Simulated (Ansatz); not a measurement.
Crystal: Ge.

```
Ge
1.0
     1.48805   -2.59469    0.00000
     1.48805    2.59469    0.00000
     0.00000    0.00000    4.72760
Ge
2
Direct
  0.33345 0.66655 0.25000
  0.66655 0.33345 0.75000
```

This isn't the form of Ge at room conditions, which is diamond.

- Program: Ansatz 0.2.0
- Task: relaxation of cell and atoms
- Functional: PBEsol0
- Potentials or basis: Ansatz PAW
- Cutoff: 420 eV (not typed: the program's choice for these potentials)
- k mesh: 5 × 5 × 3
- Occupations: fermi-dirac, width 0.05 eV
- Spin: no spin polarisation

At the start: volume 18.25 Å³/atom.

Q: Where does the relaxation end?

A: It ends after 18 steps and the volume is 18.14 Å³/atom (-0.6 %); space group Cmmm (No. 65, to 0.05 Å).

Step by step:
```csv
step,energy change (eV),largest force (eV/Å),volume (Å³)
1,0.0000,0.0899,36.51
2,-0.0299,0.0597,36.41
3,-0.0312,0.0503,36.32
4,-0.0430,0.1153,36.09
5,-0.0660,0.0705,35.94
6,-0.1005,0.0277,36.43
7,-0.1087,0.0396,36.74
8,-0.1270,0.1526,36.86
9,-0.2480,0.1594,36.91
10,-0.3025,0.0688,35.72
11,-0.3194,0.0075,36.08
12,-0.3539,0.0014,35.91
13,-0.3690,0.1898,35.95
14,-0.3989,0.0002,36.21
15,-0.3991,0.0000,36.27
16,-0.3997,0.0000,36.27
17,-0.3997,0.0000,36.29
18,-0.3997,0.0000,36.29
```

Final structure:
```xyz
2
Lattice="1.5133 -2.2997 0.0000 1.5133 2.2997 0.0000 0.0000 0.0000 5.2130" Properties=species:S:1:pos:R:3 pbc="T T T"
Ge    1.5133    0.0000    1.3033
Ge    1.5133    0.0000    3.9098
```

Caveat: the k mesh is coarse (spacing up to 0.49 Å⁻¹), so the values aren't converged, least of all with exact exchange; the plane-wave basis is chosen anew once the cell has moved, so the energies of steps on either side of that aren't comparable; the PAW data sets come from PBE, with cores solved anew for the run's functional, which leaves a small shift of forces and pressure.
